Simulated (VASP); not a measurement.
# Mo (Im-3m) in VASP: relaxation of cell and atoms with r2SCAN

Aim: the relaxation of cell and atoms of Mo with r2SCAN.

Program: VASP 6.6.1. These are calculated values, not measurements. Logs are shortened: lines on timing, memory, paths and dates and some standing lists are left out, and cuts for length are marked.

### Step 1. The structure

It takes space group Im-3m (No. 229, cubic). Conventional cell: a = 3.160 Å, b = 3.160 Å, c = 3.160 Å, α = 90.00°, β = 90.00°, γ = 90.00°. Mo (site symmetry m-3m) has 8 Mo at 2.74 Å as nearest neighbours.

The cell was built by a generator and needn't be a form met in nature.

### Step 2. Relaxation of cell and atoms, r2SCAN

INCAR

```
SYSTEM = Mo
PREC = Accurate ; ENCUT = 600
EDIFF = 1E-7 ; ISMEAR = 1
SIGMA = 0.2 ; LREAL = .False.
LASPH = .True. ; NELM = 80
ALGO = Normal ; ISIF = 3
LWAVE = .False. ; LCHARG = .False.
METAGGA = R2SCAN ; LMIXTAU = .True.
IBRION = 2 ; NSW = 40
EDIFFG = -0.005 ; KPAR = 8
```

KPOINTS

```
Automatic mesh
0
Gamma
  24 24 24
  0 0 0
```

POSCAR

```
Mo
1.0
   -1.5800000000      1.5800000000      1.5800000000
    1.5800000000     -1.5800000000      1.5800000000
    1.5800000000      1.5800000000     -1.5800000000
Mo
1
Direct
    0.0000000000      0.0000000000      0.0000000000
```

Potentials or basis: VASP PAW PBE potentials, release 64 (Mo_sv).

Started as:

```
$ cat potpaw_PBE.64/Mo_sv/POTCAR > POTCAR
$ mpirun -np 8 vasp_std > vasp.out
```

OUTCAR:

```text
SYSTEM = Mo
   PREC = Accurate
   ENCUT = 600
   EDIFF = 1E-7
   ISMEAR = 1
   LREAL = .False.
   LASPH = .True.
   NELM = 80
   ISIF = 3
   METAGGA = R2SCAN
   IBRION = 2
   NSW = 40
   EDIFFG = -0.005

 ion  position               nearest neighbor table
   1  0.000  0.000  0.000-

  LATTYP: Found a body centered cubic cell.
 ALAT       =     3.1600000000

  Lattice vectors:

 A1 = (  -1.5800000000,   1.5800000000,   1.5800000000)
 A2 = (   1.5800000000,  -1.5800000000,   1.5800000000)
 A3 = (   1.5800000000,   1.5800000000,  -1.5800000000)

Analysis of symmetry for initial positions (statically):
=====================================================================
 Subroutine PRICEL returns:
 Original cell was already a primitive cell.

 Routine SETGRP: Setting up the symmetry group for a
 body centered cubic supercell.

 Subroutine GETGRP returns: Found 48 space group operations
 (whereof 48 operations were pure point group operations)
 out of a pool of 48 trial point group operations.

The static configuration has the point symmetry O_h .

Analysis of symmetry for dynamics (positions and initial velocities):
=====================================================================
 Subroutine PRICEL returns:
 Original cell was already a primitive cell.

 Routine SETGRP: Setting up the symmetry group for a
 body centered cubic supercell.

 Subroutine GETGRP returns: Found 48 space group operations
 (whereof 48 operations were pure point group operations)
 out of a pool of 48 trial point group operations.

The dynamic configuration has the point symmetry O_h .

 Subroutine INISYM returns: Found 48 space group operations
 (whereof 48 operations are pure point group operations),
 and found     1 'primitive' translations

----------------------------------------------------------------------------------------

                                     Primitive cell

  volume of cell :      15.7772

  direct lattice vectors                    reciprocal lattice vectors
    -1.580000000  1.580000000  1.580000000     0.000000000  0.316455696  0.316455696
     1.580000000 -1.580000000  1.580000000     0.316455696  0.000000000  0.316455696
     1.580000000  1.580000000 -1.580000000     0.316455696  0.316455696  0.000000000

  length of vectors
     2.736640276  2.736640276  2.736640276     0.447535937  0.447535937  0.447535937

  position of ions in fractional coordinates (direct lattice)
     0.000000000  0.000000000  0.000000000

  ion indices of the primitive-cell ions
   primitive index   ion index
                 1           1

----------------------------------------------------------------------------------------

 KPOINTS: Automatic mesh

Automatic generation of k-mesh.
 Grid dimensions read from file:
 generate k-points for:   24   24   24

 Generating k-lattice:

  Cartesian coordinates                     Fractional coordinates (reciprocal lattice)
     0.000000000  0.013185654  0.013185654     0.041666667  0.000000000  0.000000000
     0.013185654  0.000000000  0.013185654     0.000000000  0.041666667  0.000000000
     0.013185654  0.013185654  0.000000000     0.000000000  0.000000000  0.041666667

  Length of vectors
     0.018647331  0.018647331  0.018647331

  Shift w.r.t. Gamma in fractional coordinates (k-lattice)
     0.000000000  0.000000000  0.000000000

 Subroutine IBZKPT returns following result:
 ===========================================

 Found    413 irreducible k-points:

 Following reciprocal coordinates:
            Coordinates               Weight
  0.000000  0.000000  0.000000      1.000000
  0.041667  0.000000  0.000000     12.000000
  0.083333  0.000000  0.000000     12.000000
  0.125000  0.000000  0.000000     12.000000
  0.166667  0.000000  0.000000     12.000000
  0.208333  0.000000  0.000000     12.000000
[... 16 lines left out ...]
  0.416667  0.041667  0.000000     48.000000
  0.458333  0.041667  0.000000     48.000000
 [... further k-points ...]
   k-points           NKPTS =    413   k-points in BZ     NKDIM =    413   number of bands    NBANDS=     11
   number of dos      NEDOS =    301   number of ions     NIONS =      1
   total plane-waves  NPLWV =  13824
   dimension x,y,z NGX =    24 NGY =   24 NGZ =   24
   dimension x,y,z NGXF=    48 NGYF=   48 NGZF=   48
   ions per type =               1
   NGX,Y,Z   is equivalent  to a cutoff of  14.58, 14.58, 14.58 a.u.
   NGXF,Y,Z  is equivalent  to a cutoff of  29.16, 29.16, 29.16 a.u.
 SYSTEM =  Mo
   PREC   = accura    normal or accurate (medium, high low for compatibility)
   ISTART =      0    job   : 0-new  1-cont  2-samecut
   ICHARG =      2    charge: 1-file 2-atom 10-const
   ISPIN  =      1    spin polarized calculation?
   LNONCOLLINEAR =      F non collinear calculations
   LSORBIT =      F    spin-orbit coupling
   LASPH  =      T    aspherical Exc in radial PAW
   ENCUT  =  600.0 eV  44.10 Ry    6.64 a.u.   5.47  5.47  5.47*2*pi/ulx,y,z
   NELM   =     80;   NELMIN=  2; NELMDL= -5     # of ELM steps
   EDIFF  = 0.1E-06   stopping-criterion for ELM
   LREAL  =      F    real-space projection
   EDIFFG = -.5E-02   stopping-criterion for IOM
   NSW    =     40    number of steps for IOM
   IBRION =      2    ionic relax: 0-MD 1-quasi-New 2-CG
   NFREE  =      1    steps in history (QN), initial steepest desc. (CG)
   ISIF   =      3    stress and relaxation
   ISYM   =      2    0-nonsym 1-usesym 2-fastsym
   POTIM  = 0.5000    time-step for ionic-motion
   TEBEG  =    0.0;   TEEND  =   0.0 temperature during run
   PSTRESS=    0.0 pullay stress
   NELECT =      14.0000    total number of electrons
   NUPDOWN=      -1.0000    fix difference up-down
   EMIN   =  10.00;   EMAX   =-10.00  energy-range for DOS
   EFERMI =   0.00;   METHOD = LEGACY
   ISMEAR =     1;   SIGMA  =   0.20  broadening in eV -4-tet -1-fermi 0-gaus
   EFERMI_NEDOS =   21; number of points for ismear=-14 and -15
   IALGO  =     38    algorithm
   IMIX   =      4    mixing-type and parameters
     AMIX     =   0.40;   BMIX     =  1.00
     AMIX_MAG =   1.60;   BMIX_MAG =  1.00
  volume/ion in A,a.u.               =      15.78       106.47
  Fermi-wavevector in a.u.,A,eV,Ry     =   1.573163  2.972847 33.672273  2.474842
  Thomas-Fermi vector in A             =   2.674489
   LORBIT       =      0    0 simple, 1 ext, 2 COOP (PROOUT), +10 PAW based schemes
   METAGGA = R2SCAN    functional components
   LHFCALC =     F    Hartree Fock is set to
   AEXX    =    0.0000 exact exchange contribution
   IVDW    =     0    specifies the selected vdW correction
   LEPSILON=     F    determine dielectric tensor
   LRPA    =     F    only Hartree local field effects (RPA)
 conjugate gradient relaxation of ions
 non-spin polarized calculation
 Methfessel and Paxton  Order N= 1 SIGMA  =   0.20
  energy-cutoff  :      600.00
  volume of cell :       15.78
 maximum number of plane-waves:       543
 NGX is ok and might be reduce to    24
   NGX = 11   NGY = 11   NGZ = 11

--------------------------------------- Ionic step        1  -------------------------------------------

 number of electron      14.0000002 magnetization

 Free energy of the ion-electron system (eV)
  ---------------------------------------------------
  ext. energy  EPLUGINS =         0.00000000
  ---------------------------------------------------
  free energy    TOTEN  =       -26.07550792 eV

  energy without entropy =      -26.07501666  energy(sigma->0) =      -26.07534417

------------------------ aborting loop because EDIFF is reached ----------------------------------------

  FORCE on cell =-STRESS in cart. coord.  units (eV):
  Direction    XX          YY          ZZ          XY          YZ          ZX
  --------------------------------------------------------------------------------------
  -------------------------------------------------------------------------------------
  Total       -0.1241420     -0.1241420     -0.1241420     -0.0000000     -0.0000000     -0.0000000
  in kB      -12.6066010    -12.6066010    -12.6066010     -0.0000000     -0.0000000     -0.0000000
  external PRESSURE =     -12.6066010 kB  Pullay stress =       0.0000000 kB

 VOLUME and BASIS-vectors are now :
 -----------------------------------------------------------------------------
  energy-cutoff  :      600.00
  volume of cell :       15.78
      direct lattice vectors                 reciprocal lattice vectors
    -1.580000000  1.580000000  1.580000000     0.000000000  0.316455696  0.316455696
     1.580000000 -1.580000000  1.580000000     0.316455696  0.000000000  0.316455696
     1.580000000  1.580000000 -1.580000000     0.316455696  0.316455696  0.000000000
[... 36 lines left out ...]
 POSITION                                       TOTAL-FORCE (eV/Angst)
 -----------------------------------------------------------------------------------
      0.00000      0.00000      0.00000         0.000000     -0.000000     -0.000000
 -----------------------------------------------------------------------------------
    total drift:                                0.000000      0.000000     -0.000000

  FREE ENERGIE OF THE ION-ELECTRON SYSTEM (eV)
  ---------------------------------------------------
  free  energy   TOTEN  =       -26.0734177408 eV

  energy  without entropy=      -26.0729226381  energy(sigma->0) =      -26.07325271

--------------------------------------- Ionic step        3  -------------------------------------------

 number of electron      14.0000002 magnetization

 Free energy of the ion-electron system (eV)
  ---------------------------------------------------
  ext. energy  EPLUGINS =         0.00000000
  ---------------------------------------------------
  free energy    TOTEN  =       -26.07580200 eV

  energy without entropy =      -26.07530486  energy(sigma->0) =      -26.07563629

 E-fermi :  12.5341     XC(G=0): -14.6091

 val. band max:       12.5302590717   @ k =  -0.2083   0.2917   0.0833
 cond. band min:      12.5355088155   @ k =   0.1250   0.0833  -0.0000
 fundamental gap:      0.0052497438
 Fermi energy:        12.5340551712

 k-point     1 :       0.0000    0.0000    0.0000
  band No.  band energies     occupation
      1     -50.7526      2.00000
      2     -23.2352      2.00000
      3     -23.2352      2.00000
      4     -23.2352      2.00000
      5       4.8265      2.00000
      6      11.0593      2.00000
      7      11.0593      2.00000
      8      11.0593      2.00000
      9      14.3767     -0.00000
     10      14.3767     -0.00000
     11      27.9649      0.00000

 k-point     2 :       0.0417    0.0000    0.0000
  band No.  band energies     occupation
      1     -50.7478      2.00000
      2     -23.2624      2.00000
      3     -23.2435      2.00000
      4     -23.2354      2.00000
      5       4.9077      2.00000
      6      11.0129      2.00000
      7      11.0519      2.00000
      8      11.1344      2.00000
      9      14.3050     -0.00000
     10      14.3771     -0.00000
     11      28.0265      0.00000
[... 295 lines left out ...]
 k-point    24 :       0.4583    0.0417    0.0000
  band No.  band energies     occupation
      1     -50.4647      2.00000
      2     -24.7061      2.00000
      3     -23.7106      2.00000
      4     -23.2581      2.00000
      5       6.9696      2.00000
      6       8.9369      2.00000
      7      13.6562     -0.00000
      8      14.3380     -0.00000
      9      15.2269     -0.00000
     10      17.4706      0.00000
     11      24.6491      0.00000

 [... further k-points ...]

------------------------ aborting loop because EDIFF is reached ----------------------------------------

  FORCE on cell =-STRESS in cart. coord.  units (eV):
  Direction    XX          YY          ZZ          XY          YZ          ZX
  --------------------------------------------------------------------------------------
  -------------------------------------------------------------------------------------
  Total        0.0004799      0.0004799      0.0004799     -0.0000000     -0.0000000      0.0000000
  in kB        0.0489591      0.0489591      0.0489591     -0.0000000     -0.0000000      0.0000000
  external PRESSURE =       0.0489591 kB  Pullay stress =       0.0000000 kB

 VOLUME and BASIS-vectors are now :
 -----------------------------------------------------------------------------
  energy-cutoff  :      600.00
  volume of cell :       15.70
      direct lattice vectors                 reciprocal lattice vectors
    -1.577531454  1.577531454  1.577531454     0.000000000  0.316950891  0.316950891
     1.577531454 -1.577531454  1.577531454     0.316950891  0.000000000  0.316950891
     1.577531454  1.577531454 -1.577531454     0.316950891  0.316950891  0.000000000

 POSITION                                       TOTAL-FORCE (eV/Angst)
 -----------------------------------------------------------------------------------
      0.00000      0.00000      0.00000         0.000000     -0.000000      0.000000
 -----------------------------------------------------------------------------------
    total drift:                               -0.000000      0.000000      0.000000

  FREE ENERGIE OF THE ION-ELECTRON SYSTEM (eV)
  ---------------------------------------------------
  free  energy   TOTEN  =       -26.0758020028 eV

  energy  without entropy=      -26.0753048598  energy(sigma->0) =      -26.07563629

 reached required accuracy - stopping structural energy minimisation
```

It took 77 s on 8 MPI ranks of Intel Xeon 6975P-C (Granite Rapids), shared host; peak memory 0.24 GiB.

What came out:

- Free energy: -26.0758 eV
- Relaxed volume: 15.70 Å³/atom
- Relaxed cell: a = 2.732 Å, b = 2.732 Å, c = 2.732 Å, α = 109.47°, β = 109.47°, γ = 109.47°
- Space group after relaxing (to 0.05 Å): Im-3m (No. 229)
- Energy gained by relaxing: 0.3 meV/atom
- Ionic steps: 3
- Pressure after relaxing: 0.0 GPa
- Band gap on the k mesh: none (metal or under the smearing width)

Step by step:
```tsv
step	energy change (eV)	largest force (eV/Å)	pressure (GPa)	volume (Å³)
1	0.0000	0.0000	-1.26	15.78
2	0.0021	0.0000	3.73	15.50
3	-0.0003	0.0000	0.00	15.70
```

Final structure:
```cif
data_structure
_symmetry_space_group_name_H-M 'P 1'
_symmetry_Int_Tables_number 1
_cell_length_a 2.7324
_cell_length_b 2.7324
_cell_length_c 2.7324
_cell_angle_alpha 109.471
_cell_angle_beta 109.471
_cell_angle_gamma 109.471
_cell_volume 15.70
loop_
_atom_site_label
_atom_site_type_symbol
_atom_site_fract_x
_atom_site_fract_y
_atom_site_fract_z
_atom_site_occupancy
Mo1 Mo 0.00000 0.00000 0.00000 1
```

Levels at points of the mesh, in eV from the Fermi level:
```
           k point  band 5  band 6  band 7  band 8  band 9  band 10
(0.00, 0.00, 0.00)   -7.71   -1.47   -1.47   -1.47    1.84     1.84
(0.50, 0.00, 0.00)   -5.63   -3.62    1.50    1.82    2.51     4.83
(0.50, 0.50, 0.50)   -5.67   -5.67    4.05    4.05    4.05     9.38
```

Caveat: the PAW data sets were made with another functional, which shifts forces and pressure a little.
